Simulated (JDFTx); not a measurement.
The system is Na.

```xyz
1
Lattice="-1.8883 1.8883 2.6373 1.8883 -1.8883 2.6373 1.8883 1.8883 -2.6373" Properties=species:S:1:pos:R:3 pbc="T T T"
Na    0.0000    0.0000    0.0000
```

This isn't the form of Na at room conditions, which is bcc.

- Program: JDFTx 1.7.0 (patched build)
- Task: single point
- Functional: PBE
- Potentials or basis: PseudoDojo-SR-PBE-0.5-standard
- Cutoff: 1197 eV
- Density cutoff: 4789 eV
- k mesh: 10 × 10 × 10
- Occupations: fermi-dirac, width 0.05 eV
- Spin: no spin polarisation

On this cell: pressure -0.1 GPa; band gap on the k mesh none (metal or under the smearing width).

The same run follows on a disturbed copy (cell strained at random at fixed volume):

```
Na
1.0
    -1.90826    1.94837    2.62269
     1.85560   -1.92535    2.56851
     1.89689    1.91399   -2.60621
Na
1
Direct
  0.99802 0.99502 0.98298
```

**Question.** What changes?

**Answer.** The energy (extrapolated to zero smearing) moves by +0.1 meV/atom; pressure -0.1 GPa; band gap on the k mesh none (metal or under the smearing width).

Stress tensor (GPa, compression positive):
```
 0.07  0.01  0.07
 0.01 -0.25 -0.06
 0.07 -0.06 -0.11
```

Caveats: the empty levels aren't tightly converged (some runs).
